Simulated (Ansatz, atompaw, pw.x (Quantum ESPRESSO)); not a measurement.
## From atom to crystal: PAW (atompaw) potential for boron (B)

B (Z = 5), PAW, made with atompaw 4.2.0.5 (PBE, scalar-relativistic). Core [He], reference 2s2 2p1. Waves: 2s (bound): rc 2.35 bohr; 2s channel at 1.75 Ry: rc 1.55 bohr; 2p (bound): rc 2.35 bohr; 2p channel at 0.9 Ry: rc 2.35 bohr; 3d channel at 0.5 Ry: rc 1.85 bohr. Local part: bessel scheme, radius 2.05 bohr. Core correction: smooth core density matched at 1.90 bohr. Augmentation charge: gaussian compensation charge, radius 2.05 bohr; PAW radius 2.35 bohr; waves and projectors: custom polynom vanderbiltortho.

Atomic tests: cutoffs needed: 8 Ry and 12 Ry (the cutoffs (Ry, on a coarse ladder) from which the occupation-weighted sum of valence levels, in a spherical-Bessel basis at the reference potential, stays within 10 and 1 mRy of its value at 400 Ry); ghost test: no extra level below or beside the all-electron valence levels (s, p, d, f tested) (spherical-Bessel basis up to 400 Ry, 20 bohr box); lowest eigenvalue of the overlap operator: 0.75 (s channel).

Crystal test: bcc B in pw.x 7.5, no spin, 18³ k-points, Fermi–Dirac smearing 0.01 Ry, cutoffs 40/400 Ry. The reference is all-electron LAPW (Ansatz 0.2.0) with the same functional, mesh and smearing; V0 and B0 come from Birch–Murnaghan fits to the pressures at five volumes. Errors are pseudo minus all-electron; Δ is the rms difference of the E(V) curves that follow from these fits, minima aligned, over ±6 % about the mean V0. Mesh and smearing are coarse, so the numbers serve the comparison and aren't converged zero-temperature values; the lattice is a test structure that the element need not adopt.

All-electron: a0 = 2.308 Å (V0 = 6.15 Å³/atom), B0 = 225.7 GPa.

**Question.** How far does the potential miss the all-electron equation of state?

**Answer.** mean pressure error (GPa): +3.13; a0 (Å): 2.319; a0 error (%): +0.45; B0 error (%): -0.9; Δ (meV/atom): 4.2. The largest radius (2.35 bohr) exceeds half the bond length (1.89 bohr), so the spheres overlap, which is one possible source of error among others.

```csv
V (Å³/atom),P all-electron (GPa),P pseudo (GPa)
5.869,11.78,15.60
6.024,4.93,8.36
6.178,-1.02,2.07
6.332,-6.17,-3.38
6.487,-10.61,-8.08
```

**Question.** At the middle volume, how do free energy and pressure move when the wave cutoff is lowered (ecutrho held at 400 Ry)?

**Answer.**

```tsv
cutoff (Ry)	shift of F (meV/atom)	shift of P (GPa)
18	+4.4	-0.10
24	+0.5	-0.06
32	+0.2	+0.01
```

The 8 pw.x runs together took about 25 s on one core of a shared server CPU.
